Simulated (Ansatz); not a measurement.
# SnO2: the cost of one run

Method: DFT r2SCAN, scalar-relativistic, plane waves, PAW, in Ansatz 0.2.0.

1 further run of the same task is left out (set aside as unsound or not needed). Runs told in other sessions of the task aren't counted.

### 1 The starting structure

Symmetry: P4_2/mnm, No. 136, tetragonal system. The conventional cell has a = 4.760 Å, b = 4.760 Å, c = 3.201 Å, α = 90.00°, β = 90.00°, γ = 90.00°. Sn (site symmetry mmm) is surrounded by 6 O at 2.06 to 2.07 Å. Around O (site symmetry m2m) lie 3 Sn at 2.06 to 2.07 Å.

As a file:

```
Sn O
1.0
     4.76022    0.00000    0.00000
     0.00000    4.76022    0.00000
     0.00000    0.00000    3.20057
Sn O
2 4
Direct
  0.00000 0.00000 0.00000
  0.50000 0.50000 0.50000
  0.30589 0.30589 0.00000
  0.19411 0.80589 0.50000
  0.69411 0.69411 0.00000
  0.80589 0.19411 0.50000
```

It is the result of an earlier relaxation at this level (volume 12.09 Å³/atom; gap on the mesh: 1.77 eV).

### 2 Zero of energy

The reference gives a free energy of -14352.4280 eV, pressure -0.01 GPa, largest force 0.002 eV/Å and gap on the mesh 1.77 eV. It was computed beforehand with the settings of the runs below.

### 3 Setting up one atom moved over a plane

Atom 1 (Sn) is moved by p along (1.000, 0.000, 0.000) and q along (0.000, 0.000, 1.000) (Å), all else fixed; its images in the other cells move with it. Points alike by symmetry are run once.

### 4 p = -0.200, q = -0.200

Contents of input.yaml:

```yaml
crystal:
  lattice:
    - [4.7602164758, 0.0, 0.0]
    - [0.0, 4.7602164758, 0.0]
    - [0.0, 0.0, 3.2005650987]
  atoms:
    - { symbol: Sn, position: [-0.042014896, 0.0, -0.0624889649] }
    - { symbol: Sn, position: [0.5, 0.5, 0.5] }
    - { symbol: O, position: [0.3058934984, 0.3058934984, 0.0] }
    - { symbol: O, position: [0.1941065016, 0.8058934984, 0.5] }
    - { symbol: O, position: [0.6941065016, 0.6941065016, 0.0] }
    - { symbol: O, position: [0.8058934984, 0.1941065016, 0.5] }
basis:
  ecutwfc: 500
kpoints:
  mp_grid: { grid: [6, 6, 8] }
hamiltonian:
  xc: r2scan
scf:
  occupations: { method: gaussian, width: 0.05 }
output:
  forces: true
  stress: true
  eigenvalues: true
```

The run is started by

```console
$ ansatz run input.yaml --threads 2 --pin off --max-ram 5120MiB --backend cpu --events-out ev --progress --plain --runs-dir out
```

Q: Estimate wall time and peak memory on 2 threads of Arm Neoverse V2, shared host.

About 37 s, with a peak of 0.64 GiB.
